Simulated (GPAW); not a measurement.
Set up this calculation in GPAW 26.7.0, as an ASE script.

| Property | Result |
| --- | --- |
| Task | single point |
| Functional | PBE |
| Potentials or basis | GPAW PAW data sets (gpaw-data 1.2.1) |
| Cutoff | 800 eV |
| Basis | pw |
| k mesh | 11 × 11 × 11 |
| Occupations | fermi-dirac, width 0.05 eV |
| Spin | collinear spin, ferromagnetic start |
| Starting moments | [2.0, 0.0] μB |
| Maxiter | 150 |

CoO:

```
CELL_PARAMETERS angstrom
1.50547 0.86918 2.43993
-1.50547 0.86918 2.43993
0.00000 -1.73837 2.43993
ATOMIC_POSITIONS crystal
Co 0.99683 0.00019 0.00637
O 0.47022 0.51568 0.50987
```

The cell is a database's computed one.

The cell isn't the ideal one: atoms moved at random, drawn with an rms of 0.05 Å.

One way to write it, as run:

run.py

```python
from ase import Atoms
from ase.dft.bandgap import bandgap
from ase.io import write
from ase.units import GPa
from gpaw import GPAW, PW

atoms = Atoms(['Co', 'O'],
              cell=[[1.5054695445, 0.8691832468, 2.4399269062],
                    [-1.5054695445, 0.8691832468, 2.4399269062],
                    [0.0, -1.7383664936, 2.4399269062]],
              scaled_positions=[[-0.003171, 0.000187, 0.006372],
                                [0.470216, 0.515683, 0.509873]],
              pbc=True)
atoms.set_initial_magnetic_moments([2.0, 0.0])

calc = GPAW(mode=PW(800),
            xc='PBE',
            kpts={'size': (11, 11, 11), 'gamma': True},
            occupations={'name': 'fermi-dirac', 'width': 0.05},
            nbands=17,
            convergence={'density': 1e-05, 'energy': 1e-05},
            maxiter=150,
            txt='gpaw.txt')
atoms.calc = calc
energy = atoms.get_potential_energy()
forces = atoms.get_forces()
stress = atoms.get_stress()
calc.write('gs.gpw')
write('result.traj', atoms)
print(f'Energy: {energy:.6f} eV')
print('Forces (eV/A):')
print(forces.round(4))
print('Stress (GPa):', (stress / GPa).round(3))
print('Moments:', calc.get_magnetic_moments().round(3))
print('Fermi level:', round(calc.get_fermi_level(), 4), 'eV')
print(f'Gap: {bandgap(calc)[0]:.4f} eV, direct: {bandgap(calc, direct=True)[0]:.4f} eV')
```

Potentials or basis: GPAW PAW data sets (gpaw-data 1.2.1), pw.

Command:

```console
$ OMP_NUM_THREADS=1 python run.py
```

It gave:

```yaml
Pressure: 0.9 GPa
Largest_force: 0.104 eV/Å
Band_gap_on_the_k_mesh: none (metal or under the smearing width)
Net_moment: 2.91 μB per cell
Site_moments: Co +2.51; O +0.23 μB
```

Caveat: a cell with one magnetic atom can't hold antiferromagnetic order, which such compounds often take; semilocal functionals often make such compounds metallic where correlation or magnetic order opens a gap, which also shifts bond lengths.

Wall time 9.2 min on 1 thread of Arm Neoverse V1, on a shared host, peak memory 0.68 GiB.
